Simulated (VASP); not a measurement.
# KCl (Pm-3m) in VASP: notebook

The runs below take KCl through single point, with PBE.

Program: VASP 6.6.1. These are calculated values, not measurements. Logs are shortened: lines on timing, memory, paths and dates and some standing lists are left out, and cuts for length are marked.

## 1. Starting point

Symmetry: Pm-3m, No. 221, cubic system. The conventional cell has a = 3.839 Å, b = 3.839 Å, c = 3.839 Å, α = 90.00°, β = 90.00°, γ = 90.00°. K (site symmetry m-3m) is surrounded by 8 Cl at 3.32 Å. Cl (site symmetry m-3m) is surrounded by 8 K at 3.32 Å.

Measurements of this composition are mostly on another form, of space group No. 225.

## 2. Single point, PBE

The input, INCAR:

```
SYSTEM = KCl
PREC = Normal ; ENCUT = 900
EDIFF = 1E-6 ; ISMEAR = 0
SIGMA = 0.05 ; LREAL = .False.
LASPH = .True. ; NELM = 100
ALGO = Normal ; ISIF = 2
LWAVE = .False. ; LCHARG = .False.
GGA = PE ; NBANDS = 15
ADDGRID = .False.
```

The input, KPOINTS:

```
regular mesh
0
Gamma
  7 7 7
  0 0 0
```

The input, POSCAR:

```
KCl
1.0
    3.8391960000      0.0000000000      0.0000000000
    0.0000000000      3.8391960000      0.0000000000
    0.0000000000      0.0000000000      3.8391960000
K Cl
1 1
Direct
    0.0405710000      0.0040460000      0.0049320000
    0.5021390000      0.4938510000      0.4988730000
```

Potentials or basis: VASP PAW PBE potentials, release 64 (K_sv, Cl_h).

Run with:

```sh
$ cat potpaw_PBE.64/K_sv/POTCAR potpaw_PBE.64/Cl_h/POTCAR > POTCAR
$ mpirun -np 1 vasp_std > vasp.out
```

OUTCAR:

```text
SYSTEM = KCl
   PREC = Normal
   ENCUT = 900
   EDIFF = 1E-6
   ISMEAR = 0
   LREAL = .False.
   LASPH = .True.
   NELM = 100
   ISIF = 2
   GGA = PE

 Found    172 irreducible k-points:

 Following reciprocal coordinates:
            Coordinates               Weight
  0.000000  0.000000  0.000000      1.000000
  0.142857  0.000000  0.000000      2.000000
  0.000000  0.142857  0.000000      2.000000
  0.000000  0.000000  0.142857      2.000000
  0.285714  0.000000  0.000000      2.000000
  0.000000  0.285714  0.000000      2.000000
   k-points           NKPTS =    172   k-points in BZ     NKDIM =    172   number of bands    NBANDS=     15
   number of dos      NEDOS =    301   number of ions     NIONS =      2
   total plane-waves  NPLWV =  21952
   dimension x,y,z NGX =    28 NGY =   28 NGZ =   28
   dimension x,y,z NGXF=    56 NGYF=   56 NGZF=   56
   ions per type =               1   1
   NGX,Y,Z   is equivalent  to a cutoff of  12.12, 12.12, 12.12 a.u.
   NGXF,Y,Z  is equivalent  to a cutoff of  24.25, 24.25, 24.25 a.u.
 SYSTEM =  KCl
   PREC   = normal    normal or accurate (medium, high low for compatibility)
   ISTART =      0    job   : 0-new  1-cont  2-samecut
   ICHARG =      2    charge: 1-file 2-atom 10-const
   ISPIN  =      1    spin polarized calculation?
   LNONCOLLINEAR =      F non collinear calculations
   LSORBIT =      F    spin-orbit coupling
   LASPH  =      T    aspherical Exc in radial PAW
   ENCUT  =  900.0 eV  66.15 Ry    8.13 a.u.   9.39  9.39  9.39*2*pi/ulx,y,z
   NELM   =    100;   NELMIN=  2; NELMDL= -5     # of ELM steps
   EDIFF  = 0.1E-05   stopping-criterion for ELM
   LREAL  =      F    real-space projection
   EDIFFG = 0.1E-04   stopping-criterion for IOM
   NSW    =      0    number of steps for IOM
   IBRION =     -1    ionic relax: 0-MD 1-quasi-New 2-CG
   NFREE  =      0    steps in history (QN), initial steepest desc. (CG)
   ISIF   =      2    stress and relaxation
   ISYM   =      2    0-nonsym 1-usesym 2-fastsym
   POTIM  = 0.5000    time-step for ionic-motion
   TEBEG  =    0.0;   TEEND  =   0.0 temperature during run
   PSTRESS=    0.0 pullay stress
   NELECT =      16.0000    total number of electrons
   NUPDOWN=      -1.0000    fix difference up-down
   EMIN   =  10.00;   EMAX   =-10.00  energy-range for DOS
   EFERMI =   0.00;   METHOD = LEGACY
   ISMEAR =     0;   SIGMA  =   0.05  broadening in eV -4-tet -1-fermi 0-gaus
   EFERMI_NEDOS =   21; number of points for ismear=-14 and -15
   IALGO  =     38    algorithm
   IMIX   =      4    mixing-type and parameters
     AMIX     =   0.40;   BMIX     =  1.00
     AMIX_MAG =   1.60;   BMIX_MAG =  1.00
  volume/ion in A,a.u.               =      28.29       190.94
  Fermi-wavevector in a.u.,A,eV,Ry     =   1.074504  2.030517 15.708715  1.154558
  Thomas-Fermi vector in A             =   2.210334
   LORBIT       =      0    0 simple, 1 ext, 2 COOP (PROOUT), +10 PAW based schemes
   GGA     = PE    functional components
   LHFCALC =     F    Hartree Fock is set to
   AEXX    =    0.0000 exact exchange contribution
   IVDW    =     0    specifies the selected vdW correction
   LEPSILON=     F    determine dielectric tensor
   LRPA    =     F    only Hartree local field effects (RPA)
 non-spin polarized calculation
 Gauss-broadening in eV      SIGMA  =   0.05
  energy-cutoff  :      900.00
  volume of cell :       56.59
 maximum number of plane-waves:      3493
   NGX = 19   NGY = 19   NGZ = 19

 number of electron      15.9999997 magnetization

 Free energy of the ion-electron system (eV)
  ---------------------------------------------------
  ext. energy  EPLUGINS =         0.00000000
  ---------------------------------------------------
  free energy    TOTEN  =        -6.64901575 eV

  energy without entropy =       -6.64901575  energy(sigma->0) =       -6.64901575

 E-fermi :  -0.3446     XC(G=0):  -8.0899

 val. band max:       -0.6224414207   @ k =   0.0000  -0.4286   0.4286
 cond. band min:       4.1995332020   @ k =   0.0000   0.0000   0.0000
 fundamental gap:      4.8219746226
 Fermi energy:        -0.3446005736

 k-point     1 :       0.0000    0.0000    0.0000
  band No.  band energies     occupation
      1     -28.6483      2.00000
      2     -13.1751      2.00000
      3     -12.0360      2.00000
      4     -12.0358      2.00000
      5     -12.0304      2.00000
      6      -0.8100      2.00000
      7      -0.8063      2.00000
      8      -0.8050      2.00000
      9       4.1995      0.00000
     10       5.9626      0.00000
     11       6.0172      0.00000
     12      10.0186      0.00000
     13      10.0572      0.00000
     14      10.0582      0.00000
     15      12.7440      0.00000

 k-point     2 :       0.1429    0.0000    0.0000
  band No.  band energies     occupation
      1     -28.6447      2.00000
      2     -13.2061      2.00000
      3     -12.0314      2.00000
      4     -12.0301      2.00000
      5     -12.0054      2.00000
      6      -1.1720      2.00000
      7      -0.8068      2.00000
      8      -0.8064      2.00000
      9       4.6610      0.00000
     10       6.1257      0.00000
     11       6.4140      0.00000
     12       9.9714      0.00000
     13       9.9747      0.00000
     14      10.1160      0.00000
     15      12.2368      0.00000

 k-point     3 :       0.0000    0.1429    0.0000
  band No.  band energies     occupation
      1     -28.6447      2.00000
      2     -13.2076      2.00000
      3     -12.0398      2.00000
      4     -12.0301      2.00000
      5     -11.9953      2.00000
      6      -1.1708      2.00000
      7      -0.8081      2.00000
      8      -0.8063      2.00000
      9       4.6609      0.00000
     10       6.1585      0.00000
     11       6.3724      0.00000
     12       9.9380      0.00000
     13       9.9777      0.00000
     14      10.1568      0.00000
     15      12.0770      0.00000

 k-point     4 :       0.0000    0.0000    0.1429
  band No.  band energies     occupation
      1     -28.6447      2.00000
      2     -13.2077      2.00000
      3     -12.0400      2.00000
      4     -12.0302      2.00000
      5     -11.9949      2.00000
      6      -1.1707      2.00000
      7      -0.8085      2.00000
      8      -0.8060      2.00000
      9       4.6609      0.00000
     10       6.1602      0.00000
     11       6.3702      0.00000
     12       9.9377      0.00000
     13       9.9767      0.00000
     14      10.1586      0.00000
     15      12.0701      0.00000

 k-point     5 :       0.2857    0.0000    0.0000
  band No.  band energies     occupation
      1     -28.6367      2.00000
      2     -13.2775      2.00000
      3     -12.0182      2.00000
      4     -12.0174      2.00000
      5     -11.9474      2.00000
      6      -1.8403      2.00000
      7      -0.8086      2.00000
      8      -0.8082      2.00000
      9       5.6985      0.00000
     10       6.5849      0.00000
     11       7.2778      0.00000
     12       9.8542      0.00000
     13       9.8585      0.00000
     14      10.3525      0.00000
     15      10.8714      0.00000

 k-point     6 :       0.0000    0.2857    0.0000
  band No.  band energies     occupation
      1     -28.6367      2.00000
      2     -13.2821      2.00000
      3     -12.0250      2.00000
      4     -12.0171      2.00000
      5     -11.9354      2.00000
      6      -1.8409      2.00000
      7      -0.8124      2.00000
      8      -0.8031      2.00000
      9       5.6927      0.00000
     10       6.6038      0.00000
     11       7.2303      0.00000
     12       9.8223      0.00000
     13       9.8504      0.00000
     14      10.3836      0.00000
     15      10.8245      0.00000

 [... further k-points ...]

------------------------ aborting loop because EDIFF is reached ----------------------------------------

  FORCE on cell =-STRESS in cart. coord.  units (eV):
  Direction    XX          YY          ZZ          XY          YZ          ZX
  --------------------------------------------------------------------------------------
  -------------------------------------------------------------------------------------
  Total        0.0503675      0.0604798      0.0608292      0.0248290      0.0041685      0.0148389
  in kB        1.4260690      1.7123806      1.7222727      0.7029895      0.1180237      0.4201372
  external PRESSURE =       1.6202408 kB  Pullay stress =       0.0000000 kB

 VOLUME and BASIS-vectors are now :
 -----------------------------------------------------------------------------
  energy-cutoff  :      900.00
  volume of cell :       56.59
      direct lattice vectors                 reciprocal lattice vectors
     3.839196000  0.000000000  0.000000000     0.260471203  0.000000000  0.000000000
     0.000000000  3.839196000  0.000000000     0.000000000  0.260471203  0.000000000
     0.000000000  0.000000000  3.839196000     0.000000000  0.000000000  0.260471203

 POSITION                                       TOTAL-FORCE (eV/Angst)
 -----------------------------------------------------------------------------------
      0.15576      0.01553      0.01893        -0.096917     -0.027671     -0.016532
      1.92781      1.89599      1.91527         0.096917      0.027671      0.016532
 -----------------------------------------------------------------------------------
    total drift:                                0.000641     -0.000548     -0.000322

  FREE ENERGIE OF THE ION-ELECTRON SYSTEM (eV)
  ---------------------------------------------------
  free  energy   TOTEN  =        -6.6490157472 eV

  energy  without entropy=       -6.6490157472  energy(sigma->0) =       -6.64901575
```

Run time: 51 s. Hardware: 1 thread of Intel Xeon 6975P-C (Granite Rapids), shared host; peak memory 0.39 GiB.

The run converged, but some of its settings lie outside the range that counts as converged, so its numbers aren't taken as properties of the crystal.

Results:

| Quantity | Value |
| --- | --- |
| Free energy | -6.6490 eV |
| Pressure | 0.2 GPa |
| Largest force | 0.102 eV/Å |
| Band gap on the k mesh | 4.82 eV, indirect (least direct gap 5.00 eV) |

Caveat: an odd mesh through Γ misses points on the zone boundary, where band edges often lie.

## 3. Single point, PBE

The input, INCAR:

```
SYSTEM = KCl
PREC = Accurate ; ENCUT = 900
EDIFF = 1E-6 ; ISMEAR = 0
SIGMA = 0.05 ; LREAL = Auto
LASPH = .True. ; NELM = 100
ALGO = Normal ; ISIF = 2
LWAVE = .False. ; LCHARG = .False.
GGA = PE ; NBANDS = 15
ADDGRID = .False.
```

KPOINTS is that of step 2.

The input, POSCAR:

```
KCl
1.0
    3.8391960000      0.0000000000      0.0000000000
    0.0000000000      3.8391960000      0.0000000000
    0.0000000000      0.0000000000      3.8391960000
K Cl
1 1
Direct
    0.0000000000      0.0000000000      0.0000000000
    0.5000000000      0.5000000000      0.5000000000
```

Potentials or basis: VASP PAW PBE potentials, release 64 (K_sv, Cl_h).

Run with:

```sh
$ cat potpaw_PBE.64/K_sv/POTCAR potpaw_PBE.64/Cl_h/POTCAR > POTCAR
$ mpirun -np 1 vasp_std > vasp.out
```

It took 24 s on 1 thread of Intel Xeon 6975P-C (Granite Rapids), shared host; peak memory 0.24 GiB.

The run converged, but some of its settings lie outside the range that counts as converged, so its numbers aren't taken as properties of the crystal.

Results:

| Quantity | Value |
| --- | --- |
| Free energy | -6.6577 eV |
| Pressure | 0.0 GPa |
| Band gap on the k mesh | 4.82 eV, indirect (least direct gap 5.00 eV) |

Caveat: an odd mesh through Γ misses points on the zone boundary, where band edges often lie.

## 4. For comparison

An earlier run on the cell as given: functional PBEsol; potentials or basis VASP PAW PBE potentials, release 64 (K_sv, Cl); cutoff 520 eV; k mesh 7 × 7 × 7; occupations fermi-dirac, width 0.05 eV; no spin polarisation.

* Pressure: -1.4 GPa
* Band gap on the k mesh: 4.64 eV, indirect (least direct gap 4.83 eV)
